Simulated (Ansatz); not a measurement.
**WSe2: random displacements**

All numbers below come from Ansatz 0.2.0, DFT r2SCAN, scalar-relativistic, plane waves, PAW. Cutoff 500 eV, Γ-centred 12×12×2 k-points, Gaussian smearing of 0.05 eV. Spin–orbit coupling is left out, which matters for the heavy elements here. No spin polarisation. Energies are free energies at this smearing, counted from the undisturbed cell; pressure is positive in compression.

Zero of the scan (as given, not relaxed at this level; this form isn't the usual structure):

```
W Se
1.0
     3.31794    0.00000    0.00000
    -1.65897    2.87342    0.00000
     0.00000    0.00000   16.65814
W Se
1 2
Direct
  0.00000 0.00000 0.00000
  0.33333 0.66667 0.09979
  0.33333 0.66667 0.90021
```

The cell holds layers and no dispersion correction was added, so their binding is poorly described.

The atoms are displaced (Å, in the unstrained cell):

| atom | ux | uy | uz |
| --- | --- | --- | --- |
| W1 | -0.036 | 0.038 | -0.018 |
| Se2 | 0.127 | 0.056 | 0.029 |
| Se3 | -0.091 | -0.094 | -0.011 |

Strain (Voigt, engineering shear): (-0.0451, -0.0453, -0.0449, 0.0008, 0.1111, -0.0444).

(1) What are the energy change, the stress and the forces?

Results:

(1) ΔE = 559.6 meV/atom; stress (xx, yy, zz, yz, xz, xy; compression positive) (10.67, 11.55, 13.57, -5.27, -12.24, 2.77) GPa; gap on the mesh 1.68 eV.
```csv
atom,Fx (eV/Å),Fy,Fz
W1,2.57,0.09,-0.62
Se2,-4.72,-1.51,4.14
Se3,2.15,1.42,-3.52
```

Cost: 1 run of about 1.5 core-minutes, on Oxide Virtual Turin-like Processor (Zen 5) (shared hosts).